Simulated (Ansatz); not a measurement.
**GaN under changes of volume**

One of the cells (9.735 Å³/atom); the others are scaled copies at fixed shape and fractional positions:

```
Ga N
1.0
     0.00000    2.13524    2.13524
     2.13524    0.00000    2.13524
     2.13524    2.13524    0.00000
Ga N
1 1
Cartesian
  0.0000 0.0000 0.0000
  2.1352 2.1352 2.1352
```

Measurements of this composition are mostly on another form, of space group No. 186.

* Program: Ansatz 0.2.0
* Functional: RPBE
* Dispersion: D3(BJ)-ATM
* Potentials or basis: PseudoDojo standard (PBE files)
* Cutoff: 1143 eV
* Density cutoff: 4572 eV
* k mesh: 11 × 11 × 11
* Occupations: fermi-dirac, width 0.05 eV
* Spin: collinear spin, ferromagnetic start
* Starting moments: [0.5, 0.0] μB

```csv
volume (Å³/atom),energy over the lowest point (meV/atom),pressure (GPa),gap on the mesh (eV)
9.151,0.00,-7.7,1.18
9.346,12.33,-12.5,1.04
9.540,30.23,-16.8,0.90
9.735,53.05,-20.6,0.77
9.930,80.23,-24.0,0.65
10.124,111.26,-27.0,0.53
10.319,?,?,?
```

Question: What does the run at 10.319 Å³/atom give?

Answer: Energy over the lowest point 145.68 meV/atom; pressure -29.6 GPa; gap on the mesh 0.42 eV.

Worked out: A Birch-Murnaghan fit of order 3 (a polynomial in V^(-2/3)) to the other rows has its minimum at 8.88 Å³/atom, just outside them, with B0 = V·E''(V) = 274 GPa and B' = 4.3. It gives 145.86 meV/atom at 10.319 Å³/atom, against the run's 145.68, and -dE/dV = -29.8 GPa, against -29.6. A straight line through the other rows of the gap, of slope -6.43 eV per unit of ln V, extrapolates to 0.40 eV, against the run's 0.42.

Energies are extrapolated to zero smearing.

Caveats: the potentials were made for another functional, which shifts forces and pressure; odd divisions of the mesh miss points on the zone boundary, where band edges often lie, so the gap on the mesh can be too wide; the starting moments weren't kept.

A mesh can miss the band edges. Spin-orbit coupling on Ga is left out.
